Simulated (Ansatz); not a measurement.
# Molybdenum, bcc under PBEsol: from relaxation to bulk modulus

The plan for molybdenum in the bcc structure: relax it, solve it on a dense k-mesh, switch on spin-orbit coupling, then scale the cell to 7 volumes from 88 to 112 % of the relaxed one and try a fit of the equation of state. The k-meshes are 14×14×14 for the relaxation; 23×23×23 for the dense run; 14×14×14 for spin-orbit coupling; 23×23×23 for the volumes. It starts from a deposited cell (COD).

Computed with Ansatz 0.2.0 (DFT PBEsol, plane waves (420 eV) with PAW, scalar-relativistic; PBE-made PAW files, unless a step says otherwise).

### 1 The system as given

The structure is cubic, space group Im-3m (No. 229). Conventional cell: a = 3.147 Å, b = 3.147 Å, c = 3.147 Å, α = 90.00°, β = 90.00°, γ = 90.00°. Mo (site symmetry m-3m) has 8 Mo at 2.73 Å as nearest neighbours.

Coordinates:

```xyz
1
Lattice="-1.5736 1.5736 1.5736 1.5736 -1.5736 1.5736 1.5736 1.5736 -1.5736" Properties=species:S:1:pos:R:3 pbc="T T T"
Mo    0.0000    0.0000    0.0000
```

### 2 Relaxing cell and atoms

Input file input.yaml:

```yaml
crystal:
  lattice:
    - [-1.57365, 1.57365, 1.57365]
    - [1.57365, -1.57365, 1.57365]
    - [1.57365, 1.57365, -1.57365]
  atoms:
    - { symbol: Mo, position: [0.0, 0.0, 0.0] }
hamiltonian:
  xc: pbesol
  pseudopotentials:
    kind: paw
    azcp:
      Mo: "pseudopotentials/Mo.paw.azcp"
basis:
  ecutwfc: 420
  fft_grid_basis: typed
kpoints:
  mp_grid: { grid: [14, 14, 14], shift: [0, 0, 0] }
magnetization:
  spin_polarized: false
scf:
  occupations: { method: fermi_dirac, width: 0.1 }
relax:
  max_steps: 60
  f_tol: 0.01
  cell: {}
```

Output:

```text
Warning: <dir> the record states the generating functional pbe (its physics header spells it `PBE`), which answers neither for hamiltonian.xc's functional nor for the pbesol family's — results may be inconsistent (PPs are generated against a specific XC)
Engine: ansatz 0.2.0, x86_64-unknown-linux-gnu
Pseudopotentials: kind: paw
Pseudopotential: Mo, paw, valence charge 14, recommended cutoff 420 eV (normal), <dir>
Functional definition: PBEsol
  exchange = pbesol_x
  correlation = pbesol_c
Crystal: 1 atoms, lattice volume = 15.588 Å³
Basis set: ecut = 420 eV, 321 PW (Γ), exchange–correlation on 40×40×40 points (8 copies of the dense FFT grid, shifted against one another)
Bands: 11, of which v1, the nominal top of the filled ones, is band 7 counted from 1 (6 counted from 0)
Symmetry: 48 space group operations
Space group: Im-3m (ITA 229), of the structure as read, at distance tolerance 2.5e-5 Å
k-points: 104 of 2744
Non-local potential: Mo, projectors of the file, l = 0: 3, l = 1: 2, l = 2: 2, l = 3: 1
PAW form: soft (Blöchl's): semilocal exchange-correlation on the pseudo side does not see the compensation charge
PAW frozen core: Mo, regenerated for the run's functional, and the local potential with it (the file was generated under x = pbe(κ = 0.804, μ = 0.2195149727645171), c = pbe(β = 0.06672455060314922))
PAW one-centre angular grid: Mo, 590 points (default); XC on 64 Gauss nodes
Initial density: superposition of atomic densities (neutral atoms: chi_scale 0, normalization atom), corrected by the library's trained network
Initial wavefunctions: pseudopotential atomic-orbital guess
Functional: x = pbesol(κ = 0.804, μ = 0.12345679012345678), c = pbesol(β = 0.046)
SCF iter   1: F=—  HF=-4897.470506 eV  |F-HF|=—  |Δ(HF+E_count)|=         —  Δρ=6.71e-3  dr2=5.06e-3  ethr=1.77e-3  ⟨swp⟩=5.0  Hψ=6644  notcnv=0
preconditioner: auto → none  [metal: Δε(μ)=0.022 eV  Ē_g=8.360 eV  σ=0.100 eV  W_gap=0.05  n_scr=0 (ndim 8)  ℏωp=23.0 eV  f_vac=0.000  D(μ)=0.88/eV (n_scr^D=12)]
SCF iter   2: F=—  HF=-4897.468810 eV  |F-HF|=—  |Δ(HF+E_count)|=   1.70e-3  Δρ=2.45e-3  dr2=2.73e-4  ethr=3.62e-5  ⟨swp⟩=2.3  Hψ=2447  notcnv=0
SCF iter   3: F=—  HF=-4897.468772 eV  |F-HF|=—  |Δ(HF+E_count)|=   3.84e-5  Δρ=9.73e-4  dr2=4.17e-5  ethr=1.95e-6  ⟨swp⟩=1.1  Hψ=1172  notcnv=0
SCF iter   4: F=—  HF=-4897.468769 eV  |F-HF|=—  |Δ(HF+E_count)|=   3.22e-6  Δρ=4.67e-5  dr2=1.17e-7  ethr=2.98e-7  ⟨swp⟩=1.3  Hψ=1356  notcnv=0
iter 5 did not close the SCF: its close was put off for the readings that it lacked (scf_convergence_deferred on its scf_iter line)
SCF iter   5: F=-4897.468769 eV  HF=-4897.468769 eV  |F-HF|=3.63e-9  |Δ(HF+E_count)|=   8.19e-8  Δρ=7.33e-6  dr2=5.90e-9  ethr=8.39e-10  ⟨swp⟩=2.2  Hψ=1751  notcnv=0
SCF iter   6: F=-4897.468769 eV  HF=-4897.468769 eV  |F-HF|=3.91e-11  |Δ(HF+E_count)|=   1.63e-9  Δρ=1.22e-6  dr2=1.12e-10  ethr=4.21e-11  ⟨swp⟩=2.0  Hψ=3462  notcnv=0
SCF 1 converged in 6 iterations: F = -4897.468769 eV  dr2 = 1.12e-10
relax step   1: F+E_penalty+E_count = -4897.46876885 eV  Δ(F+E_penalty+E_count) = +0.000e0 eV  max|allowed force component| = 0.000e0 eV/Å  Δτ_max = 0.0000 Å  P = -4.056 GPa  Ω = 15.588 Å³  (6 SCF iters, dr2 threshold 1.00e-7 eV, accepted)
Crystal: 1 atoms, lattice volume = 14.903 Å³
Initial density: handed on by an earlier stage of this run
Initial wavefunctions: those handed on with the density
iter 1 solved again at ethr=2.43e-6 eV; its pass at ethr=3.10e-3 eV (dr2=3.41e-4 eV) is discarded
SCF iter   1: F=—  HF=-4897.459429 eV  |F-HF|=—  |Δ(HF+E_count)|=         —  Δρ=2.64e-3  dr2=3.39e-4  ethr=2.43e-6  ⟨swp⟩=1.9  Hψ=8349  notcnv=0
preconditioner: auto → none  [metal: Δε(μ)=0.027 eV  Ē_g=8.739 eV  σ=0.100 eV  W_gap=0.07  n_scr=0 (ndim 8)  ℏωp=23.6 eV  f_vac=0.000  D(μ)=0.94/eV (n_scr^D=12)]
SCF iter   2: F=—  HF=-4897.459569 eV  |F-HF|=—  |Δ(HF+E_count)|=   1.40e-4  Δρ=1.28e-3  dr2=7.57e-5  ethr=2.42e-6  ⟨swp⟩=1.0  Hψ=1144  notcnv=0
SCF iter   3: F=—  HF=-4897.459622 eV  |F-HF|=—  |Δ(HF+E_count)|=   5.26e-5  Δρ=5.31e-5  dr2=1.00e-7  ethr=7.14e-10  ⟨swp⟩=4.0  Hψ=4694  notcnv=0
SCF iter   4: F=-4897.459622 eV  HF=-4897.459622 eV  |F-HF|=2.53e-8  |Δ(HF+E_count)|=   5.64e-8  Δρ=1.49e-5  dr2=3.12e-8  ethr=7.14e-10  ⟨swp⟩=4.0  Hψ=3682  notcnv=0
SCF 2 converged in 4 iterations: F = -4897.459622 eV  dr2 = 3.12e-8
relax step   2: F+E_penalty+E_count = -4897.45962158 eV  Δ(F+E_penalty+E_count) = +9.147e-3 eV  max|allowed force component| = 0.000e0 eV/Å  Δτ_max = 0.0000 Å  P = +8.875 GPa  Ω = 14.903 Å³  energy of the carried Pulay correction = +1.190e-4 eV  (4 SCF iters, dr2 threshold 1.00e-7 eV, rejected (line search))
Crystal: 1 atoms, lattice volume = 15.366 Å³
iter 1 solved again at ethr=1.16e-6 eV; its pass at ethr=3.10e-3 eV (dr2=1.63e-4 eV) is discarded
SCF iter   1: F=—  HF=-4897.471680 eV  |F-HF|=—  |Δ(HF+E_count)|=         —  Δρ=1.79e-3  dr2=1.60e-4  ethr=1.16e-6  ⟨swp⟩=1.7  Hψ=8507  notcnv=0
preconditioner: auto → none  [metal: Δε(μ)=0.036 eV  Ē_g=8.474 eV  σ=0.100 eV  W_gap=0.09  n_scr=0 (ndim 8)  ℏωp=23.2 eV  f_vac=0.000  D(μ)=0.92/eV (n_scr^D=12)]
SCF iter   2: F=—  HF=-4897.471749 eV  |F-HF|=—  |Δ(HF+E_count)|=   6.94e-5  Δρ=8.66e-4  dr2=3.61e-5  ethr=1.14e-6  ⟨swp⟩=1.0  Hψ=1144  notcnv=0
SCF iter   3: F=—  HF=-4897.471775 eV  |F-HF|=—  |Δ(HF+E_count)|=   2.59e-5  Δρ=3.29e-5  dr2=4.81e-8  ethr=2.58e-7  ⟨swp⟩=1.0  Hψ=1144  notcnv=0
SCF iter   4: F=—  HF=-4897.471775 eV  |F-HF|=—  |Δ(HF+E_count)|=   1.39e-7  Δρ=1.26e-5  dr2=1.93e-8  ethr=3.44e-10  ⟨swp⟩=2.0  Hψ=1788  notcnv=0
SCF iter   5: F=—  HF=-4897.471775 eV  |F-HF|=—  |Δ(HF+E_count)|=   8.30e-9  Δρ=2.52e-6  dr2=1.69e-10  ethr=1.38e-10  ⟨swp⟩=2.0  Hψ=1704  notcnv=0
SCF iter   6: F=—  HF=-4897.471775 eV  |F-HF|=—  |Δ(HF+E_count)|=  2.46e-11  Δρ=3.66e-7  dr2=1.04e-11  ethr=1.00e-12  ⟨swp⟩=5.4  Hψ=4615  notcnv=0
SCF iter   7: F=-4897.471775 eV  HF=-4897.471775 eV  |F-HF|=0.00e0  |Δ(HF+E_count)|=    0.00e0  Δρ=5.03e-8  dr2=1.09e-13  ethr=1.00e-12  ⟨swp⟩=4.9  Hψ=4074  notcnv=0
SCF 3 converged in 7 iterations: F = -4897.471775 eV  dr2 = 1.09e-13
relax step   3: F+E_penalty+E_count = -4897.47177524 eV  Δ(F+E_penalty+E_count) = -3.006e-3 eV  max|allowed force component| = 0.000e0 eV/Å  Δτ_max = 0.0000 Å  P = -0.189 GPa  Ω = 15.366 Å³  energy of the carried Pulay correction = +3.793e-5 eV  (7 SCF iters, accepted)
Crystal: 1 atoms, lattice volume = 15.356 Å³
iter 1 solved again at ethr=8.41e-10 eV; its pass at ethr=3.10e-3 eV (dr2=1.18e-7 eV) is discarded
SCF iter   1: F=—  HF=-4897.471783 eV  |F-HF|=—  |Δ(HF+E_count)|=         —  Δρ=4.07e-5  dr2=8.69e-8  ethr=8.41e-10  ⟨swp⟩=2.1  Hψ=7896  notcnv=0
preconditioner: auto → none  [metal: Δε(μ)=0.036 eV  Ē_g=8.480 eV  σ=0.100 eV  W_gap=0.09  n_scr=0 (ndim 8)  ℏωp=23.2 eV  f_vac=0.000  D(μ)=0.92/eV (n_scr^D=12)]
SCF iter   2: F=-4897.471783 eV  HF=-4897.471783 eV  |F-HF|=1.18e-8  |Δ(HF+E_count)|=   2.45e-8  Δρ=2.01e-5  dr2=1.97e-8  ethr=6.20e-10  ⟨swp⟩=3.0  Hψ=3023  notcnv=0
SCF 4 converged in 2 iterations: F = -4897.471783 eV  dr2 = 1.97e-8
relax step   4: F+E_penalty+E_count = -4897.47178320 eV  Δ(F+E_penalty+E_count) = -7.961e-6 eV  max|allowed force component| = 0.000e0 eV/Å  Δτ_max = 0.0000 Å  P = +0.005 GPa  Ω = 15.356 Å³  energy of the carried Pulay correction = +3.976e-5 eV  (2 SCF iters, dr2 threshold 8.90e-8 eV, accepted)
Initial wavefunctions: pseudopotential atomic-orbital guess (no wavefunctions were taken with the density)
iter 1 solved again at ethr=2.40e-8 eV; its pass at ethr=3.10e-3 eV (dr2=3.36e-6 eV) is discarded
SCF iter   1: F=—  HF=-4897.471743 eV  |F-HF|=—  |Δ(HF+E_count)|=         —  Δρ=2.63e-5  dr2=3.19e-8  ethr=2.40e-8  ⟨swp⟩=3.1  Hψ=10077  notcnv=0
SCF iter   2: F=—  HF=-4897.471743 eV  |F-HF|=—  |Δ(HF+E_count)|=   4.34e-7  Δρ=1.17e-5  dr2=6.11e-9  ethr=2.28e-10  ⟨swp⟩=1.6  Hψ=1413  notcnv=0
SCF iter   3: F=—  HF=-4897.471743 eV  |F-HF|=—  |Δ(HF+E_count)|=   1.46e-9  Δρ=9.08e-7  dr2=7.89e-11  ethr=4.37e-11  ⟨swp⟩=2.0  Hψ=1849  notcnv=0
SCF iter   4: F=-4897.471743 eV  HF=-4897.471743 eV  |F-HF|=6.37e-12  |Δ(HF+E_count)|=  4.55e-12  Δρ=3.51e-7  dr2=3.83e-12  ethr=1.00e-12  ⟨swp⟩=5.1  Hψ=4180  notcnv=0
SCF 5 converged in 4 iterations: F = -4897.471743 eV  dr2 = 3.83e-12
relax step   5: F+E_penalty+E_count = -4897.47174346 eV  Δ(F+E_penalty+E_count) = +3.974e-5 eV  max|allowed force component| = 0.000e0 eV/Å  Δτ_max = 0.0000 Å  P = +0.006 GPa  Ω = 15.356 Å³  stress off target by 5.99e-3 GPa  SCF on the basis re-selected at this cell (its energy is not comparable with the rows above)  (4 SCF iters)
basis re-selected at this cell: Δ(F+E_penalty+E_count) = +3.974e-5 eV, ΔP = +0.001 GPa vs the last step (what re-selecting the basis moved, of the pressure what is left beyond the Pulay correction that the steps carried, after the strain that the cell walked since its last selection, with what the two solves' SCF thresholds leave and, on support functions, any second-order correction that the steps lacked; it is no measure of the basis error at this ecutwfc). This SCF's stress stands 5.99e-3 GPa from its target on what of the cell is left free (relax.cell.stress_tol is 5.00e-2 GPa) and its largest allowed force component is 0.00e0 eV/Å (relax.f_tol is 1.00e-2 eV/Å): within both
SCF converged after 4 iterations
Free energy (F): -4897.471743 eV
Harris-Foulkes:  -4897.471743 eV  (|F-HF|=6.37e-12)
Internal energy: -4897.443305 eV  (E = F + TS)
E sigma→0 (E₀):  -4897.457524 eV
Entropy (-TS):   -0.028439 eV (-28.439 meV/atom)
Fermi energy:    21.433420 eV
--- Per-component energies (eV) ---
  E_band       = -50.459076
  E_kinetic    = 441.521103
  E_local      = -772.035026  (includes V_loc(G=0)·N_el)
  E_nonlocal   = 144.516107
  E_hartree    = 254.768907
  E_xc         = -182.685083
  E_vxc        = -228.843755  (∫ρ·V_xc dr)
  E_paw        = -3143.818294  (= ΣΔE_a)
  E_vpaw       = -145.155374  (= ΣTr[D̂ρ^β])
  E_aug_tail   = 0.000041  (compensation charges beyond the density's cutoff)
  E_ewald      = -1639.920360
  E_core_change = 0.209299  (= ΣΔE_core)
  E_smearing   = -0.028439  (= −TS)
  E_closure    = -0.000000  (closes the sum)
  Σ components = -4897.471743   (vs F -4897.471743, Δ=0.00e0)
--- Forces (eV/Å), atoms counted from 1 ---
  atom   1  Mo     0.00000000     0.00000000    -0.00000000
  max |Σ_I F_I| component: 4.72e-32 eV/Å
--- Stress (GPa, compression-positive) ---
        0.005985       0.000000       0.000000
        0.000000       0.005985       0.000000
       -0.000000      -0.000000       0.005985
  P = ⅓ Tr σ = 0.0060 GPa (0.060 kbar)
--- Relaxed structure (4 steps of the walk, 3 accepted, 1 SCFs on fresh bases) ---
  F+E_penalty+E_count = -4897.47174346 eV   max|allowed force component| = 0.000e0 eV/Å   (the final SCF, on the basis selected at the relaxed cell)
  cell:  # Å, volume = 15.3555 Å³
    - [-1.5657954896697281, 1.5657954896697281, 1.5657954896697281]
    - [1.5657954896697281, -1.5657954896697281, 1.5657954896697281]
    - [1.5657954896697281, 1.5657954896697281, -1.5657954896697281]
  atoms:
    - { symbol: Mo, position: [0.0, 0.0, 0.0] }
```

It took 8.3 s on 1 thread of an x86-64 CPU, shared host; peak memory 0.5 GiB.

Step by step:

| step | energy change (meV/atom) | largest force (eV/Å) | pressure (GPa) | volume (Å³/atom) | accepted |
| --- | --- | --- | --- | --- | --- |
| 1 | 0.00 | 0.0000 | -4.06 | 15.588 | yes |
| 2 | 9.15 | 0.0000 | 8.87 | 14.903 | no |
| 3 | -3.01 | 0.0000 | -0.19 | 15.366 | yes |
| 4 | -3.01 | 0.0000 | 0.01 | 15.356 | yes |
| 5 | -2.97 | 0.0000 | 0.01 | 15.356 | yes |

Steps that repeat a cell are solved on a basis chosen anew, so their changes of energy are no gain of the relaxation.

The cell of the run, before and after:

|  | before | after | change |
| --- | --- | --- | --- |
| a (Å) | 2.726 | 2.712 | -0.5 % |
| b (Å) | 2.726 | 2.712 | -0.5 % |
| c (Å) | 2.726 | 2.712 | -0.5 % |
| volume (Å³/atom) | 15.588 | 15.356 | -1.5 % |
| shortest distance (Å) | 2.726 | 2.712 | -0.5 % |
| space group (spins left aside) | Im-3m | Im-3m | same |

### 3 The energy on a finer k-mesh

Input file input.yaml:

```yaml
crystal:
  lattice:
    - [-1.5657954897, 1.5657954897, 1.5657954897]
    - [1.5657954897, -1.5657954897, 1.5657954897]
    - [1.5657954897, 1.5657954897, -1.5657954897]
  atoms:
    - { symbol: Mo, position: [0.0, 0.0, 0.0] }
hamiltonian:
  xc: pbesol
  pseudopotentials:
    kind: paw
    azcp:
      Mo: "pseudopotentials/Mo.paw.azcp"
basis:
  ecutwfc: 420
  fft_grid_basis: typed
kpoints:
  mp_grid: { grid: [23, 23, 23], shift: [0, 0, 0] }
magnetization:
  spin_polarized: false
scf:
  occupations: { method: fermi_dirac, width: 0.1 }
```

Output, cut to the lines that bear on the results:

```text
Warning: <dir> the record states the generating functional pbe (its physics header spells it `PBE`), which answers neither for hamiltonian.xc's functional nor for the pbesol family's — results may be inconsistent (PPs are generated against a specific XC)
[...]
[... 3 set-up lines as earlier in the session ...]
[...]
Crystal: 1 atoms, lattice volume = 15.356 Å³
Basis set: ecut = 420 eV, 321 PW (Γ)
Bands: 11, of which v1, the nominal top of the filled ones, is band 7 counted from 1 (6 counted from 0)
[... 2 set-up lines as earlier in the session ...]
k-points: 364 of 12167
[...]
SCF iter   1: F=—  HF=-4897.482757 eV  |F-HF|=—  |Δ(HF+E_count)|=         —  Δρ=6.16e-3  dr2=4.01e-3  ethr=1.77e-3  ⟨swp⟩=5.0  Hψ=23366  notcnv=0
[...]
SCF iter   6: F=-4897.481346 eV  HF=-4897.481346 eV  |F-HF|=1.82e-11  |Δ(HF+E_count)|=  9.25e-10  Δρ=9.82e-7  dr2=6.71e-11  ethr=2.57e-11  ⟨swp⟩=1.0  Hψ=11116  notcnv=0
[...]
SCF converged after 6 iterations
Free energy (F): -4897.481346 eV
[...]
E sigma→0 (E₀):  -4897.471789 eV
Entropy (-TS):   -0.019114 eV (-19.114 meV/atom)
Fermi energy:    21.404575 eV
[...]
```

Run time: 4.1 s. Hardware: 1 thread of an x86-64 CPU, shared host; peak memory 0.53 GiB.

### 4 A two-component run at the same geometry

Edit input.yaml of step 3 so:

```diff
@@ -10,3 +10,3 @@
   pseudopotentials:
-    kind: paw
+    kind: paw_fr
     azcp:
@@ -17,5 +17,6 @@
 kpoints:
-  mp_grid: { grid: [23, 23, 23], shift: [0, 0, 0] }
+  mp_grid: { grid: [14, 14, 14], shift: [0, 0, 0] }
 magnetization:
-  spin_polarized: false
+  noncollinear: true
+  spin_orbit: true
 scf:
```

Output, cut to the lines that bear on the results:

```text
Warning: <dir> the record states the generating functional pbe (its physics header spells it `PBE`), which answers neither for hamiltonian.xc's functional nor for the pbesol family's — results may be inconsistent (PPs are generated against a specific XC)
[...]
Pseudopotentials: kind: paw_fr
Pseudopotential: Mo, paw_fr, valence charge 14, recommended cutoff 420 eV (normal), <dir>
[... 1 set-up line as earlier in the session ...]
[...]
non-collinear run that drives no moment, with spin-orbit: no starting moment large enough to seed its density (crystal.atoms[].spin), no starting occupations that ask for one, no magnetisation constraint and no magnetic field, so the semilocal B_xc is pinned to zero
Crystal: 1 atoms, lattice volume = 15.356 Å³
Basis set: ecut = 420 eV, 321 PW (Γ)
Bands: 22, of which v1, the nominal top of the filled ones, is band 14 counted from 1 (13 counted from 0)
Symmetry: 48 space group operations + 48 with time reversal
Magnetic group: BNS 229.141 (UNI 1643), of the structure as read, at distance tolerance 2.5e-5 Å
k-points: 104 of 2744
Projection manifold: j_resolved (fully-relativistic pseudo-atomic orbitals)
[...]
SCF iter   1: F=—  HF=-4899.328903 eV  |F-HF|=—  |Δ(HF+E_count)|=         —  Δρ=1.10e-1  dr2=1.84e0  dr2_m=0.00e0 (ungated)  ethr=3.10e-3  |M|=0.00e0 ∫|m|=0.00e0 μB  |m|>n=0.0e0 m-floor=0.0e0 τ_xc=0.0e0  β_m=0.30  ⟨swp⟩=7.3  Hψ=6262  notcnv=0  defer=6
[...]
SCF iter   7: F=-4898.620641 eV  HF=-4898.620641 eV  |F-HF|=2.63e-9  |Δ(HF+E_count)|=   3.92e-8  Δρ=5.16e-6  dr2=3.57e-9  dr2_m=0.00e0 (ungated)  ethr=7.14e-10  |M|=0.00e0 ∫|m|=0.00e0 μB  |m|>n=0.0e0 m-floor=0.0e0 τ_xc=0.0e0  ⟨swp⟩=2.0  Hψ=2290  notcnv=0
[...]
SCF converged after 7 iterations
Magnetization: |M| = 0.0000 μB,  M = (+0.0000, +0.0000, +0.0000) μB
Absolute magnetization: 0.0000 μB (∫|m|)
  site 0: m = (+0.0000, +0.0000, +0.0000) μB, |m| = 0.0000 μB  (R = 1.12 Å)
Free energy (F): -4898.620641 eV
[...]
E sigma→0 (E₀):  -4898.606585 eV
Entropy (-TS):   -0.028112 eV (-28.112 meV/atom)
Fermi energy:    21.435359 eV
[...]
```

It took 5.9 s on 1 thread of an x86-64 CPU, shared host; peak memory 0.49 GiB.

Side by side:

|  | scalar-relativistic | with spin-orbit coupling |
| --- | --- | --- |
| k-mesh | 23×23×23 | 14×14×14 |
| gap on the mesh | none (levels filled in part) | none (levels filled in part) |

The meshes differ, so small differences between the columns need not come from spin-orbit coupling.

### 5 The cell scaled to 88 % of its volume

Input file input.yaml:

```yaml
crystal:
  lattice:
    - [-1.5004767203, 1.5004767203, 1.5004767203]
    - [1.5004767203, -1.5004767203, 1.5004767203]
    - [1.5004767203, 1.5004767203, -1.5004767203]
  atoms:
    - { symbol: Mo, position: [0.0, 0.0, 0.0] }
hamiltonian:
  xc: pbesol
  pseudopotentials:
    kind: paw
    azcp:
      Mo: "pseudopotentials/Mo.paw.azcp"
basis:
  ecutwfc: 420
  fft_grid_basis: typed
kpoints:
  mp_grid: { grid: [23, 23, 23], shift: [0, 0, 0] }
magnetization:
  spin_polarized: false
scf:
  occupations: { method: fermi_dirac, width: 0.1 }
output:
  stress: true
```

Output, cut to the lines that bear on the results:

```text
Warning: <dir> the record states the generating functional pbe (its physics header spells it `PBE`), which answers neither for hamiltonian.xc's functional nor for the pbesol family's — results may be inconsistent (PPs are generated against a specific XC)
[...]
[... 3 set-up lines as earlier in the session ...]
[...]
Crystal: 1 atoms, lattice volume = 13.513 Å³
Basis set: ecut = 420 eV, 249 PW (Γ)
Bands: 11, of which v1, the nominal top of the filled ones, is band 7 counted from 1 (6 counted from 0)
[... 1 set-up line as earlier in the session ...]
Space group: Im-3m (ITA 229), of the structure as read, at distance tolerance 2.4e-5 Å
k-points: 364 of 12167
[...]
SCF iter   1: F=—  HF=-4897.249766 eV  |F-HF|=—  |Δ(HF+E_count)|=         —  Δρ=7.72e-3  dr2=3.70e-3  ethr=1.77e-3  ⟨swp⟩=5.0  Hψ=23579  notcnv=0
[...]
SCF iter   6: F=-4897.248755 eV  HF=-4897.248755 eV  |F-HF|=5.46e-12  |Δ(HF+E_count)|=  3.05e-10  Δρ=6.55e-7  dr2=1.07e-11  ethr=1.11e-11  ⟨swp⟩=1.6  Hψ=12092  notcnv=0
[...]
SCF converged after 6 iterations
Free energy (F): -4897.248755 eV
[...]
E sigma→0 (E₀):  -4897.239525 eV
Entropy (-TS):   -0.018461 eV (-18.461 meV/atom)
Fermi energy:    24.823670 eV
[...]
--- Stress (GPa, compression-positive) ---
       45.608293      -0.000000       0.000000
       -0.000000      45.608293      -0.000000
        0.000000       0.000000      45.608293
  P = ⅓ Tr σ = 45.6083 GPa (456.083 kbar)
```

Wall time 4.9 s (1 thread of an x86-64 CPU, shared host); peak memory 0.55 GiB.

### 6 The cell scaled to 92 % of its volume

Edit input.yaml of step 5 so:

```diff
@@ -2,5 +2,5 @@
   lattice:
-    - [-1.5004767203, 1.5004767203, 1.5004767203]
-    - [1.5004767203, -1.5004767203, 1.5004767203]
-    - [1.5004767203, 1.5004767203, -1.5004767203]
+    - [-1.5228751974, 1.5228751974, 1.5228751974]
+    - [1.5228751974, -1.5228751974, 1.5228751974]
+    - [1.5228751974, 1.5228751974, -1.5228751974]
   atoms:
```

Output, cut to the lines that bear on the results:

```text
Warning: <dir> the record states the generating functional pbe (its physics header spells it `PBE`), which answers neither for hamiltonian.xc's functional nor for the pbesol family's — results may be inconsistent (PPs are generated against a specific XC)
[...]
[... 3 set-up lines as earlier in the session ...]
[...]
Crystal: 1 atoms, lattice volume = 14.127 Å³
Basis set: ecut = 420 eV, 249 PW (Γ)
Bands: 11, of which v1, the nominal top of the filled ones, is band 7 counted from 1 (6 counted from 0)
[... 2 set-up lines as earlier in the session ...]
k-points: 364 of 12167
[...]
SCF iter   1: F=—  HF=-4897.387888 eV  |F-HF|=—  |Δ(HF+E_count)|=         —  Δρ=7.10e-3  dr2=3.76e-3  ethr=1.77e-3  ⟨swp⟩=5.0  Hψ=23376  notcnv=0
[...]
SCF iter   6: F=-4897.386728 eV  HF=-4897.386728 eV  |F-HF|=1.82e-12  |Δ(HF+E_count)|=  6.43e-10  Δρ=7.39e-7  dr2=2.15e-11  ethr=1.68e-11  ⟨swp⟩=1.5  Hψ=12142  notcnv=0
[...]
SCF converged after 6 iterations
Free energy (F): -4897.386728 eV
[...]
E sigma→0 (E₀):  -4897.377384 eV
Entropy (-TS):   -0.018688 eV (-18.688 meV/atom)
Fermi energy:    23.586709 eV
[...]
--- Stress (GPa, compression-positive) ---
       27.012755      -0.000000      -0.000000
        0.000000      27.012755      -0.000000
       -0.000000      -0.000000      27.012755
  P = ⅓ Tr σ = 27.0128 GPa (270.128 kbar)
```

It took 3.8 s on 1 thread of an x86-64 CPU, shared host; peak memory 0.54 GiB.

(Part 1 of 2 ends here.)
